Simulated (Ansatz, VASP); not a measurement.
# Cross-check of SrCl2 between VASP and Ansatz

One calculation is typed for both programs; each brings its own data sets and cutoff. How far apart do they land? The cell is taken from a series of VASP runs on this material, whose earlier steps may have relaxed, scaled or displaced it; both programs get it as it stands.

Calculated with Ansatz 0.2.0; plane waves, with VASP 6.6.1 beside it; relaxation of cell and atoms at PBEsol and relaxation of cell and atoms at PBEsol with D3(BJ).

## (1) Set-up

Symmetry: Fm-3m, No. 225, cubic system. The conventional cell has a = 6.915 Å, b = 6.915 Å, c = 6.915 Å, α = 90.00°, β = 90.00°, γ = 90.00°. Nearest to Sr lie 8 Cl at 2.99 Å. Nearest to Cl lie 4 Sr at 2.99 Å. Farther neighbours and most contacts between anions are not listed.

## (2) VASP: relaxation of cell and atoms, PBEsol

The relaxed volume is the usual yardstick between codes: its relative difference is about their pressure difference at one cell divided by the bulk modulus.

Lines of VASP's logs that name or quote its potential files are left out, and so is its time.

INCAR

```
SYSTEM = SrCl2
PREC = Accurate
ENCUT = 450
EDIFF = 1E-06
NELM = 100
ISMEAR = 0
SIGMA = 0.03
LREAL = .FALSE.
ALGO = Normal
GGA = PS
NBANDS = 18
LORBIT = 11
LWAVE = .FALSE.
LCHARG = .FALSE.
KPAR = 4
IBRION = 2
NSW = 50
ISIF = 3
EDIFFG = -0.006
```

POSCAR

```
SrCl2
1.0
    0.0000000000      3.4573426203      3.4573426203
    3.4573426203      0.0000000000      3.4573426203
    3.4573426203      3.4573426203      0.0000000000
Sr Cl
1 2
Direct
    0.0000000000      0.0000000000      0.0000000000
    0.7500000000      0.7500000000      0.7500000000
    0.2500000000      0.2500000000      0.2500000000
```

KPOINTS

```
Automatic mesh
0
Gamma
6 6 6
0 0 0
```

PAW data sets: Sr_sv and Cl (PBE family, release 64).

The run is started by

```bash
mpirun -np 4 vasp_std
```

Numbers of over 12 decimals in the logs are rounded to 6 here.

The program printed:

```text
[banner, memory and clock lines left out]
running    4 mpi-ranks, on    1 nodes
 distrk:  each k-point on    1 cores,    4 groups
 distr:  one band on    1 cores,    1 groups

 POSCAR found type information on POSCAR SrCl
 POSCAR found :  2 types and       3 ions
|                                                                             |
|               ----> ADVICE to this user running VASP <----                  |
|                                                                             |
|     You enforced a specific xc type in the INCAR file but a different       |
|     [... a line on the potential file left out ...]
|     I HOPE YOU KNOW WHAT YOU ARE DOING!                                     |
|                                                                             |

 LDA part: xc-table for (Slater+PW92), standard interpolation
 POSCAR, INCAR and KPOINTS ok, starting setup
 FFT: planning ... GRIDC
 FFT: planning ... GRID_SOFT
 FFT: planning ... GRID
 WAVECAR not read
 entering main loop
       N       E                     dE             d eps       ncg     rms          rms(c)
DAV:   1     0.135447193955E+03    0.13545E+03   -0.10792E+04   576   0.107E+03
DAV:   2    -0.508727135633E+01   -0.14053E+03   -0.13639E+03   754   0.222E+02
DAV:   3    -0.133711447520E+02   -0.82839E+01   -0.82649E+01   830   0.550E+01
DAV:   4    -0.135580916704E+02   -0.18695E+00   -0.18683E+00   916   0.730E+00
DAV:   5    -0.135608373536E+02   -0.27457E-02   -0.27452E-02   818   0.775E-01    0.148E+01
DAV:   6    -0.133347788963E+02    0.22606E+00   -0.48161E-01   672   0.391E+00    0.928E+00
DAV:   7    -0.133380767863E+02   -0.32979E-02   -0.30625E-01   808   0.344E+00    0.149E+00
DAV:   8    -0.133392891870E+02   -0.12124E-02   -0.48646E-02   706   0.120E+00    0.306E-01
DAV:   9    -0.133408752714E+02   -0.15861E-02   -0.17438E-03   762   0.259E-01    0.106E-01
DAV:  10    -0.133419883135E+02   -0.11130E-02   -0.77873E-04   682   0.143E-01    0.321E-02
DAV:  11    -0.133421753546E+02   -0.18704E-03   -0.18283E-04   772   0.631E-02    0.327E-02
DAV:  12    -0.133421973768E+02   -0.22022E-04   -0.31697E-05   686   0.261E-02    0.752E-03
DAV:  13    -0.133421983685E+02   -0.99167E-06   -0.13655E-06   736   0.629E-03
   1 F= -.13342198E+02 E0= -.13342198E+02  d E =-.133422E+02
 curvature:   0.00 expect dE= 0.000E+00 dE for cont linesearch  0.000E+00
 trial: gam= 0.00000 g(F)=  0.268E-46 g(S)=  0.343E-05 ort = 0.000E+00 (trialstep = 0.100E+01)
 search vector abs. value=  0.343E-05
 reached required accuracy - stopping structural energy minimisation
```

OUTCAR, selected parts (step 2):

```text
ion  position               nearest neighbor table
   1  0.000  0.000  0.000-   2 2.99   2 2.99   2 2.99   2 2.99   3 2.99   3 2.99   3 2.99   3 2.99

  LATTYP: Found a face centered cubic cell.
 ALAT       =     6.9146852406

 Subroutine GETGRP returns: Found 48 space group operations
 (whereof 48 operations were pure point group operations)

The static configuration has the point symmetry O_h .

 Found     16 irreducible k-points:

   k-points           NKPTS =     16   k-points in BZ     NKDIM =     16   number of bands    NBANDS=     18

   dimension x,y,z NGX =    36 NGY =   36 NGZ =   36
   dimension x,y,z NGXF=    72 NGYF=   72 NGZF=   72

   ENCUT  =  450.0 eV  33.07 Ry    5.75 a.u.   8.46  8.46  8.46*2*pi/ulx,y,z

   NELECT =      24.0000    total number of electrons

 k-points in reciprocal lattice and weights: Automatic mesh
   0.00000000  0.00000000  0.00000000       0.005
   0.16666667  0.00000000  0.00000000       0.037
   0.33333333  0.00000000  0.00000000       0.037
   0.50000000  0.00000000  0.00000000       0.019
   0.16666667  0.16666667  0.00000000       0.028
   0.33333333  0.16666667  0.00000000       0.111
   0.50000000  0.16666667  0.00000000       0.111
  -0.33333333  0.16666667  0.00000000       0.111
  -0.16666667  0.16666667  0.00000000       0.056
[...]
-0.33333333  0.33333333  0.16666667       0.111
  -0.33333333  0.50000000  0.16666667       0.056

 average (electrostatic) potential at core
       1 -38.2344       2 -93.1640       3 -93.1640

 E-fermi :   0.4031

 k-point     1 :       0.0000    0.0000    0.0000
  band No.  band energies     occupation
    ...
      8      -2.0038      2.00000
      9      -2.0038      2.00000
     10      -0.0919      2.00000
     11      -0.0919      2.00000
     12      -0.0919      2.00000
     13       5.4929      0.00000
     14       6.2203      0.00000
     15       6.2203      0.00000
     16       9.1816      0.00000
     17       9.1816      0.00000
    ...

 k-point     2 :       0.1667    0.0000    0.0000
  band No.  band energies     occupation
    ...
      8      -1.8962      2.00000
      9      -1.8014      2.00000
     10      -0.4265      2.00000
     11      -0.2533      2.00000
     12      -0.2533      2.00000
     13       6.1065      0.00000
     14       6.4485      0.00000
     15       6.4485      0.00000
     16       8.2114      0.00000
     17       8.9977      0.00000
    ...

 k-point     3 :       0.3333    0.0000    0.0000
  band No.  band energies     occupation
    ...
      8      -1.6267      2.00000
      9      -1.4184      2.00000
     10      -0.9818      2.00000
     11      -0.6041      2.00000
     12      -0.6041      2.00000
     13       6.7940      0.00000
     14       6.7940      0.00000
     15       7.0038      0.00000
     16       8.2579      0.00000
     17       8.8841      0.00000
    ...

  Total       -0.0084283     -0.0084283     -0.0084283      0.0000000      0.0000000      0.0000000
  in kB       -0.1633784     -0.1633784     -0.1633784      0.0000000      0.0000000      0.0000000
  external PRESSURE =      -0.1633784 kB  Pullay stress =       0.0000000 kB

  energy-cutoff  :      450.00
  volume of cell :       82.65
      direct lattice vectors                 reciprocal lattice vectors
     0.000000000  3.457342620  3.457342620    -0.144619743  0.144619743  0.144619743
     3.457342620  0.000000000  3.457342620     0.144619743 -0.144619743  0.144619743
     3.457342620  3.457342620  0.000000000     0.144619743  0.144619743 -0.144619743

 POSITION                                       TOTAL-FORCE (eV/Angst)
 -----------------------------------------------------------------------------------
      0.00000      0.00000      0.00000         0.000000     -0.000000     -0.000000
      5.18601      5.18601      5.18601         0.000000      0.000000      0.000000
      1.72867      1.72867      1.72867        -0.000000     -0.000000     -0.000000
 -----------------------------------------------------------------------------------
    total drift:                                0.000000      0.000000      0.000000

  FREE ENERGIE OF THE ION-ELECTRON SYSTEM (eV)
  ---------------------------------------------------
  free  energy   TOTEN  =       -13.3421983685 eV

  energy  without entropy=      -13.3421983685  energy(sigma->0) =      -13.34219837

 reached required accuracy - stopping structural energy minimisation

 total charge
# of ion       s       p       d       tot
------------------------------------------
    1        1.997   5.744   0.165   7.906
    2        1.582   3.556   0.000   5.138
    3        1.582   3.556   0.000   5.138
--------------------------------------------------
tot          5.161  12.856   0.165  18.183

[... 3 further parts left out ...]
```

CONTCAR:

```
SrCl2
   1.00000000000000
     0.0000000000000000    3.4573426202999999    3.4573426202999999
     3.4573426202999999    0.0000000000000000    3.4573426202999999
     3.4573426202999999    3.4573426202999999    0.0000000000000000
  Sr              Cl
     1     2
Direct
     0.0000000000000000    0.0000000000000000    0.0000000000000000
     0.7500000000000000    0.7500000000000000    0.7500000000000000
     0.2500000000000000    0.2500000000000000    0.2500000000000000
```

## (3) Ansatz: relaxation of cell and atoms, PBEsol

Ansatz runs on its default PAW (the set named soft_2) files.

The same cell, functional, mesh and smearing now go to Ansatz, which takes its cutoff from its data sets.

input.yaml

```yaml
crystal:
  lattice:
    - [0.0, 3.4573426203, 3.4573426203]
    - [3.4573426203, 0.0, 3.4573426203]
    - [3.4573426203, 3.4573426203, 0.0]
  atoms:
    - { symbol: Sr, position: [0.0, 0.0, 0.0] }
    - { symbol: Cl, position: [0.75, 0.75, 0.75] }
    - { symbol: Cl, position: [0.25, 0.25, 0.25] }
hamiltonian:
  xc: pbesol
  pseudopotentials: { kind: paw }
kpoints:
  mp_grid: { grid: [6, 6, 6] }
scf:
  occupations: { method: gaussian, width: 0.03 }
relax:
  f_tol: 0.01
  max_steps: 60
  cell: { stress_tol: 0.05 }
output:
  forces: true
  stress: true
```

The run is started by

```bash
ansatz run input.yaml --threads 4 --pin off --max-ram 9216MiB --backend cpu --events-out ev --progress --plain --runs-dir out
```

The program printed:

```text
Engine: ansatz 0.2.0, aarch64-unknown-linux-gnu
Pseudopotentials: kind: paw
Pseudopotential: Sr, paw, valence charge 10, recommended cutoff 420 eV (normal), Sr.paw.azcp
Pseudopotential: Cl, paw, valence charge 7, recommended cutoff 420 eV (normal), Cl.paw.azcp
Functional definition: PBEsol
  exchange = pbesol_x
  correlation = pbesol_c
Crystal: 3 atoms, lattice volume = 82.653 Å³
Basis set: ecut = 420 eV, 1639 PW (Γ), exchange–correlation on 72×72×72 points (8 copies of the dense FFT grid, shifted against one another)
Bands: 16, of which v1, the nominal top of the filled ones, is band 12 counted from 1 (11 counted from 0)
Symmetry: 48 space group operations
Space group: Fm-3m (ITA 225), of the structure as read, at distance tolerance 4.4e-5 Å
k-points: 16 of 216
Non-local potential: Sr, projectors of the file, l = 0: 3, l = 1: 2, l = 2: 2
Non-local potential: Cl, projectors of the file, l = 0: 2, l = 1: 2, l = 2: 2
PAW form: soft (Blöchl's): semilocal exchange-correlation on the pseudo side does not see the compensation charge
PAW frozen core: Sr, regenerated for the run's functional, and the local potential with it (the file was generated under x = pbe(κ = 0.804, μ = 0.219515), c = pbe(β = 0.066725))
PAW frozen core: Cl, regenerated for the run's functional, and the local potential with it (the file was generated under x = pbe(κ = 0.804, μ = 0.219515), c = pbe(β = 0.066725))
PAW one-centre angular grid: Sr, 110 points (default); XC on 64 Gauss nodes
PAW one-centre angular grid: Cl, 110 points (default); XC on 64 Gauss nodes
Initial density: superposition of atomic densities (neutral atoms: chi_scale 0, normalization atom), corrected by the library's trained network
Initial wavefunctions: pseudopotential atomic-orbital guess
Functional: x = pbesol(κ = 0.804, μ = 0.123457), c = pbesol(β = 0.046)
SCF iter   1: F=—  HF=-5621.371472 eV  |F-HF|=—  |Δ(HF+E_count)|=         —  Δρ=3.95e-3  dr2=1.89e-2  ethr=1.77e-3  ⟨swp⟩=9.6  Hψ=1864  notcnv=0
preconditioner: auto → none  [insulator: Δε(μ)=5.180 eV  Ē_g=13.976 eV  σ=0.030 eV  W_gap=1.00  n_scr=14 (ndim 8)  ℏωp=19.2 eV  f_vac=0.090  D(μ)=0.00/eV (n_scr^D=0)  ε∞_Penn≈2.9]
SCF iter   2: F=—  HF=-5621.367294 eV  |F-HF|=—  |Δ(HF+E_count)|=   4.18e-3  Δρ=1.17e-3  dr2=6.19e-4  ethr=7.87e-5  ⟨swp⟩=2.9  Hψ=607  notcnv=0
SCF iter   3: F=—  HF=-5621.367375 eV  |F-HF|=—  |Δ(HF+E_count)|=   8.05e-5  Δρ=5.14e-4  dr2=1.21e-4  ethr=2.58e-6  ⟨swp⟩=2.7  Hψ=457  notcnv=0
SCF iter   4: F=—  HF=-5621.367445 eV  |F-HF|=—  |Δ(HF+E_count)|=   7.05e-5  Δρ=1.66e-4  dr2=1.34e-5  ethr=5.03e-7  ⟨swp⟩=2.1  Hψ=370  notcnv=0
SCF iter   5: F=—  HF=-5621.367461 eV  |F-HF|=—  |Δ(HF+E_count)|=   1.54e-5  Δρ=2.71e-5  dr2=3.42e-7  ethr=5.57e-8  ⟨swp⟩=2.8  Hψ=449  notcnv=0
SCF iter   6: F=-5621.367461 eV  HF=-5621.367461 eV  |F-HF|=1.04e-9  |Δ(HF+E_count)|=   5.66e-7  Δρ=2.54e-6  dr2=8.68e-9  ethr=4.17e-10  ⟨swp⟩=5.2  Hψ=1052  notcnv=0
SCF 1 converged in 6 iterations: F = -5621.367461 eV  dr2 = 8.68e-9
  greatest PAW one-centre occupation: 0.986 electrons in one spin orbital (limit 2), on the Sr atom at site 0 (counted from 0), in its partial waves of l = 0
relax step   1: F+E_penalty+E_count = -5621.36746117 eV  Δ(F+E_penalty+E_count) = +0.000e0 eV  max|allowed force component| = 4.819e-19 eV/Å  Δτ_max = 0.0000 Å  P = -0.110 GPa  Ω = 82.653 Å³  (6 SCF iters, dr2 threshold 1.00e-7 eV, accepted)
[...]
relax step   2: F+E_penalty+E_count = -5621.36754668 eV  Δ(F+E_penalty+E_count) = -8.550e-5 eV  max|allowed force component| = 1.532e-17 eV/Å  Δτ_max = 0.0000 Å  P = +0.001 GPa  Ω = 82.411 Å³  energy of the carried Pulay correction = +2.527e-6 eV  (4 SCF iters, dr2 threshold 3.04e-8 eV, accepted)
[...]
relax step   3: F+E_penalty+E_count = -5621.36754521 eV  Δ(F+E_penalty+E_count) = +1.468e-6 eV  max|allowed force component| = 1.542e-17 eV/Å  Δτ_max = 0.0000 Å  P = +0.001 GPa  Ω = 82.411 Å³  stress off target by 5.67e-4 GPa  SCF on the basis re-selected at this cell (its energy is not comparable with the rows above)  (4 SCF iters)
basis re-selected at this cell: Δ(F+E_penalty+E_count) = +1.468e-6 eV, ΔP = -0.000 GPa vs the last step (what re-selecting the basis moved, of the pressure what is left beyond the Pulay correction that the steps carried, after the strain that the cell walked since its last selection, with what the two solves' SCF thresholds leave and, on support functions, any second-order correction that the steps lacked; it is no m [...]
SCF converged after 4 iterations
Free energy (F): -5621.367545 eV
Harris-Foulkes:  -5621.367545 eV  (|F-HF|=1.82e-12)
Internal energy: -5621.367545 eV  (E = F + TS)
E sigma→0 (E₀):  -5621.367545 eV
Fermi energy:    5.938887 eV
--- Per-component energies (eV) ---
  E_band       = -141.907633
  E_kinetic    = 567.953902
  E_local      = -1163.810213  (includes V_loc(G=0)·N_el)
  E_nonlocal   = 261.156061
  E_hartree    = 317.452659
  E_xc         = -384.701710
  E_vxc        = -405.711961  (∫ρ·V_xc dr)
  E_paw        = -3928.212793  (= ΣΔE_a)
  E_vpaw       = -36.400961  (= ΣTr[D̂ρ^β])
  E_aug_tail   = 0.000188  (compensation charges beyond the density's cutoff)
  E_ewald      = -1291.496851
  E_core_change = 0.291212  (= ΣΔE_core)
  E_smearing   = -0.000000  (= −TS)
  E_closure    = 0.000000  (closes the sum)
  Σ components = -5621.367545   (vs F -5621.367545, Δ=0.00e0)
--- Forces (eV/Å), atoms counted from 1 ---
  atom   1  Sr    -0.00000000    -0.00000000     0.00000000
  atom   2  Cl    -0.00000000    -0.00000000    -0.00000000
  atom   3  Cl     0.00000000     0.00000000     0.00000000
  max |Σ_I F_I| component: 1.73e-18 eV/Å
--- Stress (GPa, compression-positive) ---
        0.000567      -0.000000      -0.000000
       -0.000000       0.000567      -0.000000
       -0.000000      -0.000000       0.000567
  P = ⅓ Tr σ = 0.0006 GPa (0.006 kbar)
--- Relaxed structure (2 steps of the walk, 2 accepted, 1 SCFs on fresh bases) ---
  F+E_penalty+E_count = -5621.36754521 eV   max|allowed force component| = 1.542e-17 eV/Å   (the final SCF, on the basis selected at the relaxed cell)
  cell:  # Å, volume = 82.4110 Å³
    - [0, 3.453968, 3.453968]
    - [3.453968, 0, 3.453968]
    - [3.453968, 3.453968, 0]
  atoms:
    - { symbol: Sr, position: [0, 0, 0] }
    - { symbol: Cl, position: [0.750000, 0.750000, 0.750000] }
    - { symbol: Cl, position: [0.250000, 0.250000, 0.250000] }
```

Elapsed: 1.1 s, on 4 threads of Arm Neoverse V2, shared host; peak memory 0.33 GiB; 3.5 s of CPU time.

[end of part 1 of 2]

[Lines on the potential files, build, host, timing and source positions are cut from VASP's logs without a mark.]

[Logs are printed without paths, hosts, clocks, repeated set-up lines and the standing remarks that a program may print on its own settings, such as how far it seeks lower states.]

[Hosts, paths, dates, database ids (printed as entryN), source tags and the programs' standing remarks are cut or masked in the printed files.]
